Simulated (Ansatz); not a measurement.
Reactions of CH$_{5}$ClGeO$_{2}$, SMILES `C[O][GeH]([OH])[Cl]`.

Computed with Ansatz on PBE0-D4/def2-TZVP structures; ΔE is electronic, products minus reactants. CBS: MP2 limit from def2 TZ/QZ plus the TZ coupled-cluster correction, frozen cores. This one scheme is used for every species, atoms too. Open shells (•) are unrestricted, without spin–orbit coupling. Spin–orbit coupling would lower the free atoms: a little for C, Cl, O; clearly for Ge. Bonds to Ge are less sure, by a few kJ/mol each and by 10 to 20 or more in all where they break to atoms, as the def2 sets lack core-valence functions. Scalar relativity is left out up to krypton. Each species was taken in one conformer, which may not be the lowest.

```json
{"reaction": "`C[O][GeH]([OH])[Cl]` + CH₃SH → `C[O][GeH]([Cl])[S]C` + H₂O", "MP2/CBS(def2) (kcal/mol)": "-5.5"}
{"reaction": "`C[O][GeH]([OH])[Cl]` + CH₃OH → `C[O][GeH]([Cl])[O]C` + H₂O", "MP2/CBS(def2) (kcal/mol)": "-1.7"}
{"reaction": "`C[O][GeH]([OH])[Cl]` + `NB(Cl)Cl` → `CNB(Cl)Cl` + `[OH][GeH]([OH])[Cl]`", "MP2/CBS(def2) (kcal/mol)": "-7.1"}
{"reaction": "`C[O][GeH]([OH])[Cl]` + H₂O → `C[O][GeH]([OH])[OH]` + HCl", "MP2/CBS(def2) (kcal/mol)": "10.0"}
{"reaction": "`C[O][GeH]([OH])[Cl]` + Cl• → `C[O][Ge]([OH])[Cl]`• + HCl", "MP2/CBS(def2) (kcal/mol)": "-19.6"}
{"reaction": "`C[O][GeH]([OH])[Cl]` + HCl → `[OH][GeH]([Cl])[Cl]` + CH₃OH", "MP2/CBS(def2) (kcal/mol)": "-7.5"}
{"reaction": "`C[O][GeH]([OH])[Cl]` → C• + Cl• + Ge• + 5 H• + 2 O•", "MP2/CBS(def2) (kcal/mol)": "865.5"}
{"reaction": "`C[O][GeH]([OH])[Cl]` + `[SiH3]`• → `C[O][Ge]([OH])[Cl]`• + SiH₄", "MP2/CBS(def2) (kcal/mol)": "-6.2"}
{"reaction": "`C[O][GeH]([OH])[Cl]` + `O[SiH3]` → `C[O][GeH]([Cl])[O][SiH3]` + H₂O", "MP2/CBS(def2) (kcal/mol)": "-4.9"}
{"reaction": "`C[O][GeH]([OH])[Cl]` + `F[C](F)F`• → `C[O][Ge]([OH])[Cl]`• + `FC(F)F`", "MP2/CBS(def2) (kcal/mol)": "-24.6"}
```

Question: Give the CCSD(T)/CBS values in the same order. (An estimate is asked.)

Answer: The calculation gave: -4.2, -1.4, -6.4, 9.2, -17.2, -7.0, 846.2, -6.8, -4.9, -24.0 kcal/mol.

Largest T1 diagnostic: 0.015, for `C[O][Ge]([OH])[Cl]`•.
